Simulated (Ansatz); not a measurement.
## Energy ranking of TiH4 structures

The calculation used DFT PBE, scalar-relativistic, plane waves, PAW (Ansatz 0.2.0). Settings: cutoff 420 eV, Γ-centred meshes spaced at most about 0.3 Å⁻¹, and about 0.25 Å⁻¹ or finer for metals (2π included), Gaussian smearing. No spin polarisation.

Formation energies are uncorrected and refer to the elements' standard structures at the same level (H₂ as a molecule).

These are static total energies at zero pressure. The comparison covers the computed candidates alone. For metals, differences of a few meV/atom aren't resolved. With hydrogen, zero-point motion can shift formation energies by some tens of meV/atom.

Invented guesses were relaxed alike, and ends that match in structure were merged. ΔE counts from the first row. Coordination counts H atoms around Ti (those within 1.25 times the shortest such distance or 1.15 times the sum of covalent radii). The ends were matched against large subsets of the Crystallography Open Database and the Materials Project, so a missing match doesn't prove that a structure is unreported.

| # | reached from | type and space group | atoms | Å³/atom | coordination | ΔE (meV/atom) | gap on mesh (eV) | in databases |
| --- | --- | --- | --- | --- | --- | --- | --- | --- |
| 1 | a relaxed cell, shaken at random and relaxed again | C2/m (No. 12) | 10 | 6.0 | Ti 10 | 0 | 0.00 | no match |
| 2 | FeCl4 type (Cmmm) | Cmmm (No. 65) | 5 | 6.4 | Ti 10 | 103 | 0.00 | no match |
| 3 | ordered vacancies on the cation sites of aluminium diboride | P6/mmm (No. 191) | 5 | 6.2 | Ti 12 | 108 | 0.00 | no match |
| 4 | random cell | Im-3m (No. 229) | 5 | 7.8 | Ti 8 | 302 | 0.00 | no match |
| 5 | random cell | Fm-3m (No. 225) | 10 | 8.7 | Ti 4 | 806 | 0.00 | no match |

The lowest: Space group C2/m (No. 12), monoclinic, a = 6.448 Å, b = 2.989 Å, c = 6.966 Å, β = 117.4°. Ti is surrounded by 10 H at 1.81–1.98 Å; H on its first site is surrounded by 2 H at 1.73 Å, 2 Ti at 1.81 Å, 2 H at 1.87 Å, 6 H at 2.12–2.30 Å and 1 H at 2.54 Å; H on its second site has 3 Ti at 1.93–1.98 Å, 5 H at 2.02–2.12 Å, 4 H at 2.25–2.32 Å and 3 H at 2.46–2.54 Å; H on its third site is surrounded by 1 H at 1.87 Å, 3 Ti at 1.91–1.96 Å, 3 H at 2.03–2.09 Å, 3 H at 2.24–2.32 Å and 2 H at 2.46 Å; H on its fourth site is surrounded by 3 H at 1.67–1.73 Å, 2 Ti at 1.82–1.83 Å, 1 H at 1.87 Å, 1 H at 2.02 Å and 6 H at 2.16–2.30 Å. Its energy over the elements is −0.09 eV/atom. Whether it is stable depends on the other phases of the system, which aren't compared here. An observed structure of this formula, if there is one, may be missing.

```
Ti H
1.0
     3.22419   -1.49437    0.00000
     3.22419    1.49437    0.00000
    -3.20097    0.00000    6.18682
Ti H
2 8
Direct
  0.37764 0.37764 0.73807
  0.62236 0.62236 0.26193
  0.04321 0.04321 0.86432
  0.32547 0.32547 0.26590
  0.86849 0.86849 0.56285
  0.63112 0.63112 0.00302
  0.36888 0.36888 0.99698
  0.13151 0.13151 0.43715
  0.67453 0.67453 0.73410
  0.95679 0.95679 0.13568
```

The second: Space group Cmmm (No. 65), orthorhombic, a = 3.420 Å, b = 5.578 Å, c = 3.345 Å. Ti is surrounded by 10 H at 1.84–1.93 Å; H on a site of symmetry m2m is surrounded by 1 H at 1.79 Å, 3 Ti at 1.89–1.93 Å, 2 H at 1.98 Å and 4 H at 2.12 Å; around H on a site of symmetry 2mm lie 1 H at 1.53 Å, 2 Ti at 1.84 Å, 1 H at 1.89 Å and 4 H at 2.12 Å. Counting H atoms around Ti, the first and the second both have Ti 10. Shaken at random and relaxed again, row 2 falls into row 1, 103 meV/atom lower, so it is a saddle point or a shallow minimum. Shaken at random and relaxed again, row 3 came back. Cells without such a test can be saddle points. Some types were kept out of the candidates beforehand, so the set may lack a known form.
